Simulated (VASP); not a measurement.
A run of VASP 6.6.1 is set up as follows.

The input INCAR:

```
PREC = Accurate
ENCUT = 520
EDIFF = 1E-7
ISMEAR = -1
SIGMA = 0.05
LREAL = F
LASPH = T
NELM = 80
ALGO = Normal
ISIF = 2
LWAVE = F
LCHARG = F
METAGGA = LAK
LMIXTAU = T
```

Contents of KPOINTS:

```
regular mesh
0
Gamma
  6 6 6
```

File POSCAR:

```
MgO2
1.0
    4.8286124700      0.0000000000      0.0000000000
    0.0000000000      4.8286124700      0.0000000000
    0.0000000000      0.0000000000      4.8286124700
Mg O
4 8
Direct
    0.0000000000      0.0000000000      0.0000000000
    0.5000000000      0.0000000000      0.5000000000
    0.5000000000      0.5000000000      0.0000000000
    0.0000000000      0.5000000000      0.5000000000
    0.5894244400      0.9105755600      0.0894244400
    0.9105755600      0.0894244400      0.5894244400
    0.0894244400      0.5894244400      0.9105755600
    0.4105755600      0.4105755600      0.4105755600
    0.5894244400      0.5894244400      0.5894244400
    0.9105755600      0.4105755600      0.0894244400
    0.0894244400      0.9105755600      0.4105755600
    0.4105755600      0.0894244400      0.9105755600
```

The input KPOINTS_OPT:

```
path GXMGRX,MR
15
line-mode
reciprocal
 0.0000000000  0.0000000000  0.0000000000  G
 0.0000000000  0.5000000000  0.0000000000  X

 0.0000000000  0.5000000000  0.0000000000  X
 0.5000000000  0.5000000000  0.0000000000  M

 0.5000000000  0.5000000000  0.0000000000  M
 0.0000000000  0.0000000000  0.0000000000  G

 0.0000000000  0.0000000000  0.0000000000  G
 0.5000000000  0.5000000000  0.5000000000  R

 0.5000000000  0.5000000000  0.5000000000  R
 0.0000000000  0.5000000000  0.0000000000  X

 0.5000000000  0.5000000000  0.0000000000  M
 0.5000000000  0.5000000000  0.5000000000  R
```

Potentials or basis: VASP PAW PBE potentials, release 64 (Mg, O).

Run with:

```bash
$ cat potpaw_PBE.64/Mg/POTCAR potpaw_PBE.64/O/POTCAR > POTCAR
$ mpirun -np 1 vasp_std > vasp.out
```

Q: Predict the band gap along the path.

A: 4.86 eV, indirect (least direct gap 4.99 eV).

Q: Estimate the largest force.

A: 0.231 eV/Å.

Q: Estimate the pressure.

A: 1.5 GPa.

Q: Predict the band gap on the k mesh.

A: 4.88 eV, indirect (least direct gap 5.01 eV).

Forces in eV/Å, atoms in the order of the input:
```
Mg   0.000  0.000  0.000
Mg   0.000  0.000  0.000
Mg   0.000  0.000  0.000
Mg   0.000  0.000  0.000
O    0.134 -0.134  0.134
O   -0.134  0.134  0.134
O    0.134  0.134 -0.134
O   -0.134 -0.134 -0.134
O    0.134  0.134  0.134
O   -0.134 -0.134  0.134
O    0.134 -0.134 -0.134
O   -0.134  0.134 -0.134
```

Caveat: the PAW data sets were made with another functional, which shifts forces and pressure a little.
